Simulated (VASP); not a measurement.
A VASP 6.6.1 single-point calculation on AlN

INCAR

```
LCHARG = .FALSE.
NELMDL = -8
NBANDS = 11
GGA = PE
PREC = Accurate
ENCUT = 520
ISMEAR = -1
EDIFF = 1E-7
ISIF = 2
LASPH = .TRUE.
NELM = 120
SIGMA = 0.02
LREAL = .FALSE.
LWAVE = .FALSE.
IBRION = -1
NSW = 0
```

KPOINTS

```
KPOINTS created by Atomic Simulation Environment
0
Gamma
10 10 10
0 0 0
```

POSCAR

```
Al N
 1.0000000000000000
    -0.0038000000000000    1.9188000000000001    1.9939000000000000
     2.0270999999999999   -0.0803000000000000    2.0703999999999998
     1.9693000000000001    1.9374000000000000   -0.0224000000000000
 Al  N
   1   1
Cartesian
  3.8177372999999997  1.8247948600000001  2.1708007299999994
  2.1899386000000001  1.9262832599999999  2.2930728099999995
```

The recommended PBE PAW datasets give the neutral cell 8 valence electrons.

Command

```
mpirun -np 1 vasp_std
```

OSZICAR

```
N       E                     dE             d eps       ncg     rms          rms(c)
DAV:   1     0.111661737155E+02    0.11166E+02   -0.40396E+03 11416   0.621E+02
DAV:   2    -0.151278047328E+02   -0.26294E+02   -0.25423E+02 13258   0.143E+02
DAV:   3    -0.158265117237E+02   -0.69871E+00   -0.69781E+00 13511   0.216E+01
DAV:   4    -0.158292193230E+02   -0.27076E-02   -0.27074E-02 12528   0.146E+00
DAV:   5    -0.158292415817E+02   -0.22259E-04   -0.22259E-04 13418   0.128E-01
DAV:   6    -0.158292418211E+02   -0.23941E-06   -0.23938E-06 12591   0.133E-02
DAV:   7    -0.158292418239E+02   -0.28142E-08   -0.28079E-08 13387   0.141E-03
DAV:   8    -0.158292418239E+02   -0.43542E-10   -0.31911E-10  9611   0.153E-04    0.886E+00
DAV:   9    -0.135438943075E+02    0.22853E+01   -0.92855E+00 12771   0.165E+01    0.306E+00
DAV:  10    -0.135000044840E+02    0.43890E-01   -0.30029E-01 13113   0.390E+00    0.207E+00
DAV:  11    -0.134886792275E+02    0.11325E-01   -0.30713E-02 12081   0.143E+00    0.274E-01
DAV:  12    -0.134881006140E+02    0.57861E-03   -0.42162E-03 13131   0.452E-01    0.150E-01
DAV:  13    -0.134881048924E+02   -0.42784E-05   -0.37318E-04 12498   0.145E-01    0.414E-02
DAV:  14    -0.134881134409E+02   -0.85485E-05   -0.43307E-05 12756   0.516E-02    0.326E-02
DAV:  15    -0.134881133253E+02    0.11553E-06   -0.28476E-06 12978   0.122E-02    0.323E-03
DAV:  16    -0.134881133144E+02    0.10962E-07   -0.63396E-08  7193   0.229E-03
   1 F= -.13488113E+02 E0= -.13488113E+02  d E =-.520859E-11
```

From OUTCAR

```
k-points           NKPTS =    504   k-points in BZ     NKDIM =    504   number of bands    NBANDS=     11

   NELECT =       8.0000    total number of electrons

   dimension x,y,z NGX =    24 NGY =   24 NGZ =   24
   dimension x,y,z NGXF=    48 NGYF=   48 NGZF=   48

  energy-cutoff  :      520.00
  volume of cell :       16.07
      direct lattice vectors                 reciprocal lattice vectors
    -0.003800000  1.918800000  1.993900000    -0.249468836  0.256515467  0.254200381
     2.027100000 -0.080300000  2.070400000     0.243033231 -0.244311200  0.235572425
     1.969300000  1.937400000 -0.022400000     0.257146883  0.251976841 -0.241996090

 k-points in reciprocal lattice and weights: KPOINTS created by Atomic Simulation Env
   0.00000000  0.00000000  0.00000000       0.001
   0.10000000  0.00000000 -0.00000000       0.002
   0.20000000  0.00000000 -0.00000000       0.002
   0.30000000  0.00000000 -0.00000000       0.002
   0.40000000 -0.00000000 -0.00000000       0.002
   0.50000000  0.00000000 -0.00000000       0.001
  -0.00000000  0.10000000 -0.00000000       0.002
   0.10000000  0.10000000  0.00000000       0.002
   ...

 E-fermi :  10.8879

 k-point     1 :       0.0000    0.0000    0.0000
  band No.  band energies     occupation
      1      -7.5563      2.00000
      2       9.4011      2.00000
      3       9.8715      2.00000
      4      10.5090      2.00000
      5      15.7129      0.00000
      6      22.1549      0.00000
      7      22.9947      0.00000
      8      24.1684      0.00000
      9      27.0648      0.00000
     10      28.0509      0.00000
     11      29.1264      0.00000

 k-point     2 :       0.1000    0.0000   -0.0000
  band No.  band energies     occupation
      1      -7.3429      2.00000
      2       8.7631      2.00000
      3       9.6272      2.00000
      4      10.3049      2.00000
      5      16.2005      0.00000
      6      21.6158      0.00000
      7      22.5879      0.00000
      8      24.3840      0.00000
      9      26.4466      0.00000
     10      27.4165      0.00000
     11      29.1432      0.00000

 k-point     3 :       0.2000    0.0000   -0.0000
  band No.  band energies     occupation
      1      -6.7230      2.00000
      2       6.9148      2.00000
      3       9.3169      2.00000
      4       9.9892      2.00000
      5      16.6949      0.00000
      6      20.7082      0.00000
      7      22.8185      0.00000
      8      24.0946      0.00000
      9      25.7620      0.00000
     10      26.9123      0.00000
     11      29.6550      0.00000

 k-point     4 :       0.3000    0.0000   -0.0000
  band No.  band energies     occupation
      1      -5.7761      2.00000
      2       4.7184      2.00000
      3       9.0186      2.00000
      4       9.6762      2.00000
      5      16.3498      0.00000
      6      20.8328      0.00000
      7      22.1980      0.00000
      8      23.8150      0.00000
      9      26.4770      0.00000
     10      27.3242      0.00000
     11      30.6874      0.00000

 k-point     5 :       0.4000   -0.0000   -0.0000
  band No.  band energies     occupation
      1      -4.7294      2.00000
      2       2.8076      2.00000
      3       8.8058      2.00000
      4       9.4497      2.00000
      5      15.8800      0.00000
      6      20.6639      0.00000
      7      21.6559      0.00000
      8      24.4624      0.00000
      9      26.0448      0.00000
     10      29.6695      0.00000
     11      32.4881      0.00000

 ...

  Total       11.1156071      1.3827149      1.4503020      0.3797734      1.5252614     -1.4376193
  in kB     1108.1060063    137.8417405    144.5794504     37.8593093    152.0520878   -143.3151207
  external PRESSURE =     463.5090657 kB  Pullay stress =       0.0000000 kB

 POSITION                                       TOTAL-FORCE (eV/Angst)
 -----------------------------------------------------------------------------------
      3.81774      1.82479      2.17080         6.504723      0.230799      0.151724
      2.18994      1.92628      2.29307        -6.504723     -0.230799     -0.151724
 -----------------------------------------------------------------------------------
    total drift:                                0.000356     -0.000023      0.000044

  FREE ENERGIE OF THE ION-ELECTRON SYSTEM (eV)
  ---------------------------------------------------
  free  energy   TOTEN  =       -13.4881133144 eV

  energy  without entropy=      -13.4881133144  energy(sigma->0) =      -13.48811331
```

It converged. Results: gap between bands v and c on the k mesh 3.56 eV; least direct gap on the k mesh 5.20 eV; pressure 46.4 GPa; largest force 6.51 eV/Å. Band v is the last that the valence electrons fill when counted band by band, and c is the next.

For comparison, a separate PBE run of the intended cell, on usual settings and not on those above, gives a gap of 3.56 eV on its mesh and a pressure of 46.4 GPa.

The run above took about 94 s on one core of a shared host (Intel Xeon Platinum 8488C) and held 0.21 GiB at most.
